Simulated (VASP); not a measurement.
A run of VASP 6.6.1 is set up as follows.

Contents of POSCAR:

```
PbSe
1.0
    0.0000000000      3.0696893648      3.0696893648
    3.0696893648      0.0000000000      3.0696893648
    3.0696893648      3.0696893648      0.0000000000
Pb Se
1 1
Direct
    0.0000000000      0.0000000000      0.0000000000
    0.5000000000      0.5000000000      0.5000000000
```

File INCAR.step1:

```
SYSTEM = PbSe
PREC = Accurate
ENCUT = 520
ISMEAR = 0
SIGMA = 0.01
LREAL = .False.
LASPH = .True.
NELM = 80
NBANDS = 17
GGA = PE
ALGO = Normal
EDIFF = 1E-4
LWAVE = .True.
LCHARG = .False.
```

File INCAR.step2:

```
SYSTEM = PbSe
PREC = Accurate
ENCUT = 520
EDIFF = 1E-6
ISMEAR = 0
SIGMA = 0.01
LREAL = .False.
LASPH = .True.
NELM = 80
ALGO = Normal
ISIF = 2
LWAVE = .False.
LCHARG = .True.
METAGGA = R2SCAN
LMIXTAU = .True.
LELF = .True.
LVHAR = .True.
NBANDS = 17
ISTART = 1
```

The input KPOINTS:

```
regular mesh
0
Gamma
  8 8 8
  0 0 0
```

Potentials or basis: VASP PAW PBE potentials, release 64 (Pb_d, Se).

Run with:

```sh
$ cat potpaw_PBE.64/Pb_d/POTCAR potpaw_PBE.64/Se/POTCAR > POTCAR
$ cp INCAR.step1 INCAR
$ mpirun -np 1 vasp_std > vasp.out
$ cp INCAR.step2 INCAR
$ mpirun -np 1 vasp_std > vasp.out
```

**Question.** What does it give for the pressure?

**Answer.** 1.0 GPa.

**Question.** Predict the band gap on the k mesh.

**Answer.** 0.61 eV, direct.

Caveat: the PAW data sets were made with another functional, which shifts forces and pressure a little; spin-orbit coupling is left out, which moves the levels of the heavy elements.

**Measured values to compare with.**

From a printed reference work, monograph, for a bulk crystal of PbSe at 4.2 K: band gap 0.15 eV (direct).

A measured gap of PbSe is 0.15 eV (direct; 4.2 K; a printed reference work, monograph); the calculated 0.61 eV misses it by +0.46 eV. 2 values of this kind are on record (0.15 to 0.28 eV); this one was drawn at random. Spin-orbit coupling on Pb, Se is left out. The value is that of r2SCAN on a finite k mesh, which can miss the band edges, without temperature or zero-point motion.
